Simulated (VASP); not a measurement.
Runs of VASP 6.6.1 on Ni. It takes space group Fm-3m (No. 225, cubic). Conventional cell: a = 3.475 Å, b = 3.475 Å, c = 3.475 Å, α = 90.00°, β = 90.00°, γ = 90.00°. Ni (site symmetry m-3m) is surrounded by 12 Ni at 2.46 Å. 

```tsv
task	level	smearing	pressure (GPa)	moment (μB)
band structure	TPSS	fermi-dirac 0.05 eV	0.2	0.63
band structure	rSCAN	fermi-dirac 0.05 eV	(a)	(c)
band structure	SCAN	fermi-dirac 0.05 eV	-3.5	0.70
single point	PBE	gaussian 0.012 eV	7.8	0.62
band structure	r2SCAN	fermi-dirac 0.05 eV	(b)	0.67
```

Alike in all rows: potentials or basis VASP PAW PBE potentials, release 64 (Ni); spin collinear, ferromagnetic start; cell as given; k mesh 13 × 13 × 13; cutoff (eV) 520.

Q: Estimate the missing entries.

A: (a) -0.8; (b) 0.3; (c) 0.66.

Caveats: the PAW data sets were made with another functional, which shifts forces and pressure a little (some runs).
